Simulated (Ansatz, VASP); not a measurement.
# Si53N72 (V_Si) in two plane-wave programs

Wanted: the spread between two codes on one cell, functional and k mesh. The cell is taken from a series of runs on this material, whose earlier steps may have relaxed, scaled, displaced or heated it; both programs get it as it stands.

Program: Ansatz 0.2.0. Level of theory: plane waves, with VASP 6.6.1 beside it; single point at r2SCAN. Results are calculated unless marked as measured.

**1. Starting point**

The cell holds 125 atoms: 53 Si and 72 N. Cell: a = 13.206 Å, b = 13.206 Å, c = 8.731 Å, α = 90.0°, β = 90.0°, γ = 120.0°. It derives from Si3N4 (Si3N4 (P6_3/m)). Nearest the centre at fractional (0.353, 0.473, 0.583): N84 at 1.82 Å, N79 at 1.83 Å, N112 at 1.89 Å, N88 at 1.90 Å, Si37 at 2.85 Å, Si2 at 2.85 Å, Si27 at 2.94 Å, Si31 at 2.95 Å. The cell carries charge −3.

**2. Ansatz: single point, r2SCAN**

Ansatz runs on its PAW soft_1 files.

With cell and atoms fixed, the geometry can't cause a difference; cores, projectors, grids and the points listed under the comparison can.

input.yaml

```yaml
crystal:
  checkpoint: "../qm3_M1.relax.run"
  host: checkpoint
total_charge: -3
basis:
  ecutwfc: 500
  xc_grid: 2
hamiltonian:
  xc: r2scan
  pseudopotentials: { kind: paw, azcp: { folder: soft_1 } }
kpoints:
  mp_grid: { grid: [1, 1, 1], shift: [0.25, 0.25, 0.25] }
magnetization:
  spin_polarized: true
  initial_magnetization: 1
  spin_locking: { lock_magnetization: hard }
scf:
  occupations: { method: fermi_dirac, width: 0.01 }
  max_iter: 100
output:
  forces: true
  eigenvalues: true
  charged_corrections:
    epsilon: [4.29, 4.29, 4.37]
    static_epsilon: [8.29, 8.29, 8.25]
    defect_position: [0.352834, 0.473222, 0.583333]
checkpoint:
  write: "../qm3_M1.r2scan.run"
  compress: false
  write_wavefunctions: false
  write_every: 100000
```

Launch:

```console
ansatz run input.yaml --threads 4 --pin off --max-ram 15073MiB --backend cpu --events-out ev --progress --plain --runs-dir out
```

Numbers of over 12 decimals in the logs are rounded to 6 here.

The log of the run:

```text
Warning: This run holds its total moment fixed (magnetization.spin_locking.lock_magnetization: hard) and mixes its density by anderson or broyden (scf.mixing.algorithm, typed or taken by auto). Slabs with a fixed moment have converged under broyden above another state at the same moment, at the default mixing steps and at smaller ones, and under scf.lower_state_search: standard, light or off a state that such a mixer [...]
crystal.checkpoint: the structure is that of <dir>, a `relax` run, at its step 8: its result, under pbesol at a charge of -3 e; 125 atoms read, 1 with a starting moment; this deck's functional is r2scan; this run starts in the magnetic order that was found there; no density is read with it (checkpoint.read); crystal.structure_sha256 for this input is
Engine: ansatz 0.2.0, aarch64-unknown-linux-gnu
Pseudopotentials: kind: paw
Pseudopotential: Si, paw, valence charge 4, recommended cutoff 500 eV (meta_gga), soft_1/Si.paw.azcp
Pseudopotential: N, paw, valence charge 5, recommended cutoff 500 eV (meta_gga), soft_1/N.paw.azcp
Functional definition: r2SCAN
  parameter k0 = 0.174
  parameter k1 = 0.065
  parameter a1 = 4.9479
  exchange = r2scan_x(k0 = k0, k1 = k1, a1 = a1)
  correlation = r2scan_c
Crystal: 125 atoms, lattice volume = 1318.628 Å³
Basis set: ecut = 500 eV, 33415 PW (Γ), exchange–correlation on 200×200×128 points (8 copies of the dense FFT grid, shifted against one another)
Bands: 413, of which v1, the nominal top of the filled ones, is band 288 counted from 1 (287 counted from 0)
Symmetry: 1 space group operations
Space group: P1 (ITA 1), of the structure as read, at distance tolerance 1.1e-4 Å
Magnetic group: BNS 1.1 (UNI 1), of the structure as read, at distance tolerance 1.1e-4 Å
k-points: 1
Non-local potential: Si, projectors of the file, l = 0: 2, l = 1: 2, l = 2: 1
Non-local potential: N, projectors of the file, l = 0: 2, l = 1: 2, l = 2: 1
PAW form: soft (Blöchl's): semilocal exchange-correlation on the pseudo side does not see the compensation charge
PAW frozen core: Si, regenerated for the run's functional (the file was generated under x = pbe(κ = 0.804, μ = 0.219515), c = pbe(β = 0.066725))
PAW frozen core: N, regenerated for the run's functional (the file was generated under x = pbe(κ = 0.804, μ = 0.219515), c = pbe(β = 0.066725))
PAW one-centre angular grid: Si, 302 points (default); XC on 160 Gauss nodes
PAW one-centre angular grid: N, 302 points (default); XC on 160 Gauss nodes
Initial density: superposition of atomic densities (chi_scale 0.1, normalization cell, long waves kept (reshape's long-wave potential 0.12 eV rms))
Starting moments: Σ|m| = 1 μB on 1 of 125 sites
Initial wavefunctions: pseudopotential atomic-orbital guess
Functional: x = r2scan, c = r2scan; τ floored in thin density (d = 2e-4 eV/Å³)
SCF iter   1: F=—  HF=-61768.418476 eV  |F-HF|=—  |Δ(HF+E_count)|=         —  Δρ=7.26e-2 (↑7.24e-2 ↓7.26e-2)  dr2=2.94e2  dr2_τ=1.02e1  dr2_m=1.77e-1  M=1.000 μB ∫|m|=1.060 μB  β_m=1.20  ethr=3.10e-3  ⟨swp⟩=6.0  Hψ=3740  notcnv=0  defer=104
preconditioner: auto → Resta (q_TF=auto, 2.376 Å⁻¹)  ε∞=3.3  [insulator: Δε(μ)=0.078 eV  Ē_g=16.221 eV  σ=0.010 eV  W_gap=0.96  n_scr=282 (ndim 8)  ℏωp=24.5 eV  f_vac=0.010  D(μ)=3.94/eV (n_scr^D=8)  ε∞_Penn≈3.3]
spin=Collinear: Resta preconditioning applied to the charge; magnetization (m = ρ↑ − ρ↓) channel mixes plain (no charge-response kernel on spin).
SCF iter   2: F=—  HF=-61709.508802 eV  |F-HF|=—  |Δ(HF+E_count)|=    5.89e1  Δρ=3.94e-2 (↑3.94e-2 ↓3.94e-2)  dr2=8.39e1  dr2_τ=6.80e-1  dr2_m=5.63e-3  M=1.000 μB ∫|m|=1.136 μB  β_m=1.20  ethr=3.10e-3  ⟨swp⟩=3.0  Hψ=1546  notcnv=0  defer=240  κ⁻¹=1.0e0(r=1)
SCF iter   3: F=—  HF=-61699.378884 eV  |F-HF|=—  |Δ(HF+E_count)|=    1.01e1  Δρ=2.07e-2 (↑1.86e-2 ↓2.07e-2)  dr2=1.22e1  dr2_τ=1.25e-1  dr2_m=2.69e-1  M=1.000 μB ∫|m|=1.262 μB  β_m=1.20  ethr=3.10e-3  ⟨swp⟩=3.0  Hψ=1516  notcnv=0  defer=240  κ⁻¹=7.8e-2(r=2)
SCF iter   4: F=—  HF=-61700.279693 eV  |F-HF|=—  |Δ(HF+E_count)|=   9.01e-1  Δρ=1.35e-2 (↑1.33e-2 ↓1.35e-2)  dr2=5.36e0  dr2_τ=5.60e-2  dr2_m=7.15e-3  M=1.000 μB ∫|m|=1.194 μB  β_m=1.20  ethr=2.12e-3  ⟨swp⟩=2.0  Hψ=1400  notcnv=0  defer=240  κ⁻¹=1.1e-2(r=3)
SCF iter   5: F=—  HF=-61701.354150 eV  |F-HF|=—  |Δ(HF+E_count)|=    1.07e0  Δρ=1.40e-2 (↑4.77e-3 ↓1.40e-2)  dr2=4.76e0  dr2_τ=7.02e-2  dr2_m=4.49e-1  M=1.000 μB ∫|m|=1.329 μB  β_m=1.20  ethr=9.31e-4  ⟨swp⟩=7.0  Hψ=1057  notcnv=0  defer=240  κ⁻¹=3.3e-3(r=4)
[...]
atom 119  N      0.03229943    -0.02392867     0.00085674
  atom 120  N      0.02827097     0.02634488    -0.00576692
  atom 121  N      0.02664657     0.00679211     0.00388173
  atom 122  N      0.08993381     0.02870032    -0.00288505
  atom 123  N      0.00276812     0.05633585    -0.00076854
  atom 124  N     -0.01804593     0.04726369     0.00146411
  atom 125  N      0.02021245     0.03513679     0.00573307
  max |Σ_I F_I| component: 1.36e-2 eV/Å
--- Charged-cell corrections in eV (Makov–Payne, q = -3.000 e, ε = [4.290, 4.290, 4.370] of the electrons, [8.290, 8.290, 8.250] with the ions) ---
  F (periodic)     = -61701.104470  (uncorrected; the corrections below are reported, never added to it)
  E_corr1          = +3.756214  (monopole, q²α_M/2ε̄L, of the cell on which ε is isotropic)
  F Makov-Payne    = n/a  (the rows are of the electrons' constant alone; ansatz place-levels tells what screens the charge)
  no potential alignment in this run, which stands beside a crystal: run the host's input off ansatz write-host-input, and read the two finished runs by ansatz place-levels (neither reads a slab, a wire or a sheet, whose cell leaves a vacuum)
--- Band table (eV) ---
  k-point 0 ↑: bands = [... 284 lower, 7.9888, 8.0298, 8.2275, 8.3795, 12.9497, 13.0617, 13.1000, 13.2063, ... 121 higher]
  k-point 0 ↓: bands = [... 284 lower, 8.2458, 8.5321, 8.6374, 8.8451, 12.9514, 13.0641, 13.1028, 13.2070, ... 121 higher]
```

**3. VASP: single point, r2SCAN**

The same cell, functional, mesh and smearing now go to VASP, with its own data sets.

Lines of VASP's logs that name or quote its potential files are left out, and so is its time.

INCAR

```
SYSTEM = Si53N72
PREC = Accurate
ENCUT = 580
EDIFF = 1E-06
NELM = 200
ISMEAR = -1
SIGMA = 0.01
LREAL = Auto
ALGO = Normal
METAGGA = R2SCAN
LASPH = .TRUE.
NELECT = 575
NBANDS = 384
ISPIN = 2
MAGMOM = 0 -0 0 -0 -0 -0 -0 0 -0 -0 0 -0 0 -0 0 -0 -0 -0 -0 0 0 0 0 -0 0 -0 0 0 -0 -0 0 -0 0 -0 -0 0 -0 0 0 0 0 -0 0 -0 -0 0 0 0 -0 -0 0 -0 -0 0 0 0 0 0 -0 -0 0 0 0 0.02 -0 0 -0 -0 -0 0.01 0 -0 -0 0 -0 0 0 0 0.24 0 0 0 0 0.06 0 0 0 0.13 0 0 0.01 -0 0.03 0 0 -0 -0 0 -0 -0 0 0 0 0 0 0 0 -0 0 -0 0 0.13 0 0 0.01 0 -0 0.01 0 -0 -0 0 -0 0 -0
LORBIT = 11
LWAVE = .FALSE.
LCHARG = .FALSE.
ISIF = 2
ISYM = 0
NUPDOWN = 1
GGA_COMPAT = .FALSE.
LMIXTAU = .TRUE.
NCORE = 4
```

POSCAR

```
Si53N72
1.0
   11.4366858822      6.6029736727      0.0000000000
  -11.4366858822      6.6029736727      0.0000000000
    0.0000000000      0.0000000000      8.7307673276
Si N
53 72
Direct
    0.0194654176      0.8063861374      0.2492693544
    0.3526266458      0.4734704639      0.2564112721
[... 7 atom lines left out ...]
    0.1927613520      0.2131770763      0.2506329665
[... 3 atom lines left out ...]
    0.4527931802      0.3141822017      0.2505155444
[... 7 atom lines left out ...]
    0.5435151761      0.6819073462      0.4157657606
[... 1 atom line left out ...]
    0.1417221284      0.4532380541      0.4224935890
[... 2 atom lines left out ...]
    0.1956515489      0.2181024845      0.5831060062
    0.5266188009      0.8770434078      0.5830932375
[... 1 atom line left out ...]
    0.1199722685      0.6452367126      0.5831212647
    0.4521287209      0.3167701762      0.5831110643
[... 2 atom lines left out ...]
    0.6442415096      0.5280555662      0.4168151007
    0.9799917383      0.1946805564      0.4159461926
[... 1 atom line left out ...]
    0.3525976216      0.4734596990      0.9097679928
[... 2 atom lines left out ...]
    0.5434462643      0.6818832872      0.7503924834
[... 1 atom line left out ...]
    0.1417253653      0.4532157244      0.7437294271
[... 2 atom lines left out ...]
    0.1927701379      0.2131748205      0.9155655783
[... 3 atom lines left out ...]
    0.4527887264      0.3141808678      0.9156708191
[... 2 atom lines left out ...]
    0.6442526189      0.5280654583      0.7494147674
    0.9799901122      0.1946673977      0.7502539950
[... 1 atom line left out ...]
    0.3318102970      0.3312951008      0.2475585590
[... 4 atom lines left out ...]
    0.2109095541      0.4543104050      0.2505704908
[... 3 atom lines left out ...]
    0.4191327359      0.5438682436      0.0830802027
[... 5 atom lines left out ...]
    0.5478157861      0.7602633039      0.2482375917
[... 5 atom lines left out ...]
    0.5788000972      0.4512240726      0.2489481474
[... 2 atom lines left out ...]
    0.3321642461      0.3255690046      0.5831595298
[... 1 atom line left out ...]
    0.9971944381      0.3326511581      0.4119117993
[... 1 atom line left out ...]
    0.6703472961      0.6700929541      0.4174053404
    0.2061397492      0.4524786378      0.5831056143
[... 3 atom lines left out ...]
    0.4362734604      0.5463473244      0.4016873494
[... 1 atom line left out ...]
    0.1210140690      0.5761783219      0.4149239170
    0.4592070705      0.2442329287      0.4159329947
[... 1 atom line left out ...]
    0.2029843740      0.0855384629      0.5831101698
    0.5453558769      0.7573796964      0.5830721573
[... 1 atom line left out ...]
    0.1163245788      0.2063554996      0.4155917684
[... 3 atom lines left out ...]
    0.5809079700      0.4518221186      0.5831164264
[... 2 atom lines left out ...]
    0.3318153249      0.3313099959      0.9187138628
[... 1 atom line left out ...]
    0.9971984324      0.3326433125      0.7542450822
[... 1 atom line left out ...]
    0.6703007314      0.6700639710      0.7488078670
    0.2108789892      0.4542634982      0.9156580859
[... 3 atom lines left out ...]
    0.4360851743      0.5463685392      0.7643858886
[... 1 atom line left out ...]
    0.1210361160      0.5761692324      0.7513048044
    0.4592079525      0.2442215212      0.7502794398
[... 2 atom lines left out ...]
    0.5478316591      0.7602693319      0.9179241358
[... 1 atom line left out ...]
    0.1163076333      0.2063154701      0.7506299752
    0.4532858043      0.8766606515      0.7499547346
[... 2 atom lines left out ...]
    0.5787600913      0.4512533665      0.9172743390
    0.9079286269      0.1203975245      0.9170427905
```

KPOINTS

```
Points of the shifted mesh
1
Reciprocal
 0.2500000000  0.2500000000  0.2500000000 1
```

PAW data sets: Si and N (PBE family, release 64).

Launch:

```console
mpirun -np 16 vasp_std
```

The log of the run:

```text
[banner, memory and clock lines left out]
running   16 mpi-ranks, on    1 nodes
[...]
|                                                                             |
|               ----> ADVICE to this user running VASP <----                  |
|                                                                             |
|     You enforced a specific xc type in the INCAR file but a different       |
|     [... a line on the potential file left out ...]
|     I HOPE YOU KNOW WHAT YOU ARE DOING!                                     |
|                                                                             |

 LDA part: xc-table for (None), standard interpolation
 POSCAR, INCAR and KPOINTS ok, starting setup
[...]
entering main loop
       N       E                     dE             d eps       ncg     rms          rms(c)
DAV:   1     0.267258215799E+04    0.26726E+04   -0.31105E+05  1544   0.156E+03
DAV:   2    -0.126458873317E+04   -0.39372E+04   -0.37699E+04  1880   0.330E+02
DAV:   3    -0.155530244166E+04   -0.29071E+03   -0.28822E+03  1880   0.931E+01
DAV:   4    -0.156149693417E+04   -0.61945E+01   -0.61654E+01  1888   0.136E+01
DAV:   5    -0.156166834648E+04   -0.17141E+00   -0.17107E+00  1896   0.215E+00BRMIX: very serious problems
 the old and the new charge density differ
 old charge density:   572.00000 new  575.00000
    0.907E+01
DAV:   6    -0.133161997936E+04    0.23005E+03   -0.47608E+02  1768   0.311E+01    0.498E+01
DAV:   7    -0.127042393225E+04    0.61196E+02   -0.35466E+01  1872   0.113E+01    0.215E+01
DAV:   8    -0.132500301997E+04   -0.54579E+02   -0.23861E+01  1648   0.104E+01    0.138E+01
DAV:   9    -0.127697504461E+04    0.48028E+02   -0.10076E+01  1624   0.681E+00    0.554E+00
[...]
DAV:  24    -0.125586347487E+04   -0.39635E-06   -0.11673E-05  1456   0.611E-03    0.579E-03
DAV:  25    -0.125586347634E+04   -0.14667E-05   -0.38921E-06  1392   0.311E-03    0.780E-03
DAV:  26    -0.125586347600E+04    0.33469E-06   -0.11464E-06  1064   0.228E-03
   1 F= -.12558635E+04 E0= -.12558635E+04  d E =-.625978E-05  mag=     1.0000
```

From OUTCAR (step 3):

```text
 magnetization (x)
# of ion       s       p       d       tot
------------------------------------------
    1        0.000   0.000   0.000   0.000
    2       -0.002  -0.002   0.000  -0.004
    3        0.000   0.000   0.000   0.000
    4       -0.000  -0.000   0.000  -0.000
    5       -0.000  -0.000   0.000  -0.001
    6       -0.000  -0.000   0.000  -0.000
[...]
123       -0.000  -0.000   0.000  -0.000
  124        0.000   0.001   0.000   0.001
  125       -0.000   0.000   0.000  -0.000
--------------------------------------------------
tot          0.041   0.687   0.000   0.728
```

The cell is charged against a uniform background.

The run ends at a pressure of 2.57 GPa, with forces up to 0.45 eV/Å.

**4. Comparison**

Known differences besides the potentials themselves: VASP starts from the moments at which Ansatz ended; VASP keeps PBE cores, Ansatz makes them for the functional; the cutoff is 500 eV in Ansatz and 580 eV in VASP (PREC = Accurate, projectors in real space); site moments are counted in spheres of each program's own size. Total energies have different zeros and are not compared.

The two programs side by side:

| quantity | Ansatz | VASP | difference |
| --- | --- | --- | --- |
| total moment, fixed by the input (μB) | 1.00 | 1.00 | 0.00 |
| moment on N79 (μB) | 0.24 | 0.27 | -0.03 |
| moment on N112 (μB) | 0.13 | 0.15 | -0.01 |
| moment on N88 (μB) | 0.13 | 0.15 | -0.01 |
| moment on N84 (μB) | 0.06 | 0.06 | -0.01 |

Forces on 9 of the 125 atoms, those with the largest forces and the largest differences (eV/Å; atoms numbered as in POSCAR):

| atom | Ansatz x, y, z | VASP x, y, z |
| --- | --- | --- |
| Si22 | 0.033, -0.233, 0.013 | 0.039, -0.235, 0.021 |
| Si27 | -0.141, -0.050, 0.003 | -0.166, -0.080, 0.001 |
| Si31 | 0.033, 0.200, 0.003 | 0.054, 0.236, 0.002 |
| Si40 | 0.031, -0.215, -0.020 | 0.037, -0.215, -0.026 |
| N64 | -0.055, 0.069, -0.005 | -0.061, 0.051, -0.005 |
| N79 | 0.334, -0.310, -0.002 | 0.333, -0.309, 0.000 |
| N84 | -0.305, -0.169, 0.001 | -0.296, -0.166, 0.000 |
| N88 | -0.128, 0.097, -0.284 | -0.128, 0.091, -0.288 |
| N112 | -0.121, 0.093, 0.287 | -0.121, 0.084, 0.285 |

The forces differ by 4.7 meV/Å r.m.s., which is 8.0 % of the r.m.s. force of 0.059 eV/Å (both taken over all components). The cell carries a charge of -3 e against a uniform background, so its pressure also hangs on how the neutralising background is counted, and in a defect's cell a gap may be the spacing between its levels.

**5. Results**

| Quantity | Value |
| --- | --- |
| r.m.s. force difference (single point, r2SCAN) | 4.7 meV/Å |

In words: The r.m.s. force difference is 4.7 meV/Å (single point, r2SCAN), within the 12 meV/Å picked in this series as the mark of a large difference. Such differences can come from data sets, numerical settings and the points named under the comparisons, not from the functional's error against experiment.

[Lines on the potential files, build, host, timing and source positions are cut from VASP's logs without a mark.]

[Logs are printed without paths, hosts, clocks, repeated set-up lines and the standing remarks that a program may print on its own settings, such as how far it seeks lower states.]

[Hosts, paths, dates, database ids (printed as entryN), source tags and the programs' standing remarks are cut or masked in the printed files.]
